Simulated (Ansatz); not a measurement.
# MoP in Ansatz: the effect of functional

Crystal: MoP.

```
Mo P
1.0
     3.22300    0.00000    0.00000
    -1.61150    2.79120    0.00000
     0.00000    0.00000    3.19100
Mo P
1 1
Direct
  0.00000 0.00000 0.00000
  0.33333 0.66667 0.50000
```

Alike in all runs:

| Quantity | Value |
| --- | --- |
| Program | Ansatz 0.2.0 |
| Task | band structure |
| Potentials or basis | Ansatz PAW |
| k mesh | 10 × 10 × 8 |
| Occupations | fermi-dirac, width 0.05 eV |
| Spin | no spin polarisation |

```csv
functional,cutoff,pressure (GPa)
LDA,420 eV (not typed: the program's choice for these potentials),?
PBE,420 eV (not typed: the program's choice for these potentials),2.6
PBEsol,420 eV (not typed: the program's choice for these potentials),-3.8
RPBE,420 eV (not typed: the program's choice for these potentials),5.5
revPBE,420 eV (not typed: the program's choice for these potentials),4.7
BLYP,420 eV (not typed: the program's choice for these potentials),13.4
r2SCAN,500 eV (not typed: the program's choice for these potentials),0.7
```

What does the run with functional LDA give?

Pressure -7.4 GPa.

Caveats: the PAW data sets come from PBE, with cores solved anew for the run's functional, which leaves a small shift of forces and pressure (some runs).
